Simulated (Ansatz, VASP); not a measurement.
## MgB2: VASP beside Ansatz

File POSCAR:

```
MgB2
1.0
    3.0850000000      0.0000000000      0.0000000000
   -1.5425000000      2.6716883707      0.0000000000
    0.0000000000      0.0000000000      3.5230000000
Mg B
1 2
Direct
    0.0000000000      0.0000000000      0.0000000000
    0.3333333333      0.6666666667      0.5000000000
    0.6666666667      0.3333333333      0.5000000000
```

INCAR.step1

```
PREC = Accurate ; ENCUT = 520
ISMEAR = 0 ; SIGMA = 0.1
LREAL = F ; LASPH = T
NELM = 100 ; NBANDS = 11
GGA = PE ; ALGO = Normal
EDIFF = 1E-4 ; LWAVE = T
LCHARG = F
```

Contents of INCAR.step2:

```
PREC = Accurate ; ENCUT = 520
EDIFF = 1E-6 ; ISMEAR = 0
SIGMA = 0.1 ; LREAL = F
LASPH = T ; NELM = 100
ALGO = Normal ; ISIF = 2
LWAVE = F ; LCHARG = F
METAGGA = R2SCAN ; LMIXTAU = T
NBANDS = 11 ; ISTART = 1
```

Contents of KPOINTS:

```
regular mesh
0
Gamma
  6 6 6
```

Input for Ansatz:

```yaml
crystal:
  lattice:
    - [3.085, 0.0, 0.0]
    - [-1.5425, 2.6716883707, 0.0]
    - [0.0, 0.0, 3.523]
  atoms:
    - { symbol: Mg, position: [0.0, 0.0, 0.0] }
    - { symbol: B, position: [0.3333333333, 0.6666666667, 0.5] }
    - { symbol: B, position: [0.6666666667, 0.3333333333, 0.5] }
basis:
  ecutwfc: 500
kpoints:
  mp_grid: { grid: [6, 6, 6] }
hamiltonian:
  xc: r2scan
scf:
  occupations: { method: gaussian, width: 0.1 }
output:
  forces: true
  stress: true
  eigenvalues: true
```

Alike in both runs: task single point; functional r2SCAN; k mesh 6 × 6 × 6; occupations gaussian, width 0.1 eV; no spin polarisation.

|  | VASP | Ansatz |
| --- | --- | --- |
| version | VASP 6.6.1 | Ansatz 0.2.0 |
| potentials or method | VASP PAW PBE potentials, release 64 (Mg, B) | scalar-relativistic, plane waves, PAW |
| plane-wave cutoff (eV) | 520 | 500 |
| valence electrons in the cell | 8 | 16 |

Ansatz gave:

| Quantity | Value |
| --- | --- |
| gap on the k mesh at the Fermi level (eV) | none |
| pressure (GPa) | -2.1 |
| largest component of the traceless stress (GPa) | 0.71 |

Question: Estimate VASP's values.

Answer: gap on the k mesh at the Fermi level (eV): none; pressure (GPa): -2.5; largest component of the traceless stress (GPa): 0.92.

A gap of «none» marks a metal or a gap that the smearing closes. With one functional, cell and mesh, what is left measures potentials, basis and numerics. The two sets of potentials don't hold the same shells in valence.

Caveats: the k mesh is coarse (spacing up to 0.39 Å⁻¹), so the values aren't converged; the PAW data sets were made with another functional, which shifts forces and pressure a little (VASP).
